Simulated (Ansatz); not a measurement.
## TaN under changes of volume

One of the cells (10.346 Å³/atom); the others are scaled copies at fixed shape and fractional positions:

```xyz
2
Lattice="0.0000 2.1790 2.1790 2.1790 0.0000 2.1790 2.1790 2.1790 0.0000" Properties=species:S:1:pos:R:3 pbc="T T T"
Ta    2.1790    2.1790    2.1790
N     0.0000    0.0000    0.0000
```

```yaml
Program: Ansatz 0.2.0
Functional: PBE
Potentials_or_basis: Ansatz PAW
Cutoff: "420 eV (not typed: the program's choice for these potentials)"
k_mesh: 10 × 10 × 10
Occupations: fermi-dirac, width 0.05 eV
Spin: no spin polarisation
```

```tsv
volume (Å³/atom)	energy over the lowest point (meV/atom)	pressure (GPa)
9.725	125.00	42.1
9.932	77.29	31.9
10.139	?	?
10.346	18.24	14.5
10.553	4.54	7.0
10.760	0.00	0.3
10.967	3.59	-5.8
```

Problem. What does the run at 10.139 Å³/atom give?

Solution. Energy over the lowest point 42.15 meV/atom; pressure 22.7 GPa.

Worked out: A Birch-Murnaghan fit of order 3 (a polynomial in V^(-2/3)) to the other rows has its minimum at 10.77 Å³/atom with B0 = V·E''(V) = 329 GPa and B' = 4.5. It gives 42.12 meV/atom at 10.139 Å³/atom, against the run's 42.15, and -dE/dV = 22.7 GPa, against 22.7.

Energies are extrapolated to zero smearing.
